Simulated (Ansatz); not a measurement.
**Convergence notes, G0W0 on LiBr (Fm-3m)**

LiBr (started from an entry of an open crystallographic database), relaxed with r2SCAN; one-shot G0W0 in Ansatz without spin-orbit coupling. The values are computed, spin-unpolarised, and not measurements.

```cif
data_structure
_symmetry_space_group_name_H-M 'Fm-3m'
_symmetry_Int_Tables_number 225
_cell_length_a 5.4791
_cell_length_b 5.4791
_cell_length_c 5.4791
_cell_angle_alpha 90.000
_cell_angle_beta 90.000
_cell_angle_gamma 90.000
_cell_volume 164.49
loop_
_atom_site_label
_atom_site_type_symbol
_atom_site_symmetry_multiplicity
_atom_site_Wyckoff_symbol
_atom_site_fract_x
_atom_site_fract_y
_atom_site_fract_z
_atom_site_occupancy
Li1 Li 4 a 0.00000 0.00000 0.00000 1
Br1 Br 4 b 0.50000 0.00000 0.00000 1
```

Gaps are read over the mesh points alone. G0W0 here is at a finite number of bands, screening cutoff and k mesh, not at the basis limit.
```json
{"start": "PBE", "potentials": "PAW", "frequency model": "contour deformation", "mesh": "6×6×6", "empty bands": "93", "screening cutoff (eV)": "100", "Kohn-Sham gap (eV)": "4.99", "G0W0 gap (eV)": "7.08"}
{"start": "PBE", "potentials": "PAW", "frequency model": "contour deformation", "mesh": "6×6×6", "empty bands": "225", "screening cutoff (eV)": "180", "Kohn-Sham gap (eV)": "4.99", "G0W0 gap (eV)": "7.26"}
{"start": "PBE", "potentials": "PAW", "frequency model": "contour deformation", "mesh": "6×6×6", "empty bands": "437", "screening cutoff (eV)": "260", "Kohn-Sham gap (eV)": "4.99", "G0W0 gap (eV)": "7.32"}
{"start": "HSE06", "potentials": "PAW", "frequency model": "contour deformation", "mesh": "6×6×6", "empty bands": "225", "screening cutoff (eV)": "180", "Kohn-Sham gap (eV)": "6.21", "G0W0 gap (eV)": "7.82"}
{"start": "r2SCAN", "potentials": "PAW", "frequency model": "contour deformation", "mesh": "6×6×6", "empty bands": "225", "screening cutoff (eV)": "180", "Kohn-Sham gap (eV)": "5.88", "G0W0 gap (eV)": "7.69"}
{"start": "PBE0", "potentials": "PAW", "frequency model": "contour deformation", "mesh": "6×6×6", "empty bands": "225", "screening cutoff (eV)": "180", "Kohn-Sham gap (eV)": "6.90", "G0W0 gap (eV)": "8.03"}
{"start": "PBE", "potentials": "PAW", "frequency model": "Godby-Needs pole", "mesh": "6×6×6", "empty bands": "225", "screening cutoff (eV)": "180", "Kohn-Sham gap (eV)": "4.99", "G0W0 gap (eV)": "7.21"}
{"start": "PBE", "potentials": "PAW", "frequency model": "contour deformation", "mesh": "8×8×8", "empty bands": "66", "screening cutoff (eV)": "80", "Kohn-Sham gap (eV)": "4.99", "G0W0 gap (eV)": "7.00"}
{"start": "PBE", "potentials": "norm-conserving", "frequency model": "contour deformation", "mesh": "6×6×6", "empty bands": "225", "screening cutoff (eV)": "180", "Kohn-Sham gap (eV)": "4.99", "G0W0 gap (eV)": "7.19"}
```

The quasiparticle gap on this mesh is 7.32 eV (direct at Γ), against 4.99 eV from PBE: +2.33 eV. Renormalisation factors Z lie between 0.79 and 0.84.

Raising bands and cutoff together moves the gap by +0.18 eV (100 to 180 eV), then +0.06 eV (180 to 260 eV); the last step is still large, so the basis limit isn't reached. Starting from HSE06 (6.21 eV against PBE's 4.99 eV) gives 7.82 eV, +0.56 eV from G0W0@PBE at the same screening cutoff. Starting from r2SCAN (5.88 eV against PBE's 4.99 eV) gives 7.69 eV, +0.43 eV from G0W0@PBE at the same screening cutoff. Starting from PBE0 (6.90 eV against PBE's 4.99 eV) gives 8.03 eV, +0.77 eV from G0W0@PBE at the same screening cutoff. The Godby-Needs plasmon pole differs from contour deformation by -0.05 eV. Norm-conserving potentials (wave cutoff 1034 eV against 420 eV) shift the quasiparticle gap by -0.07 eV and the PBE gap by 0.00 eV. r2SCAN runs take a wave cutoff of 500 eV.
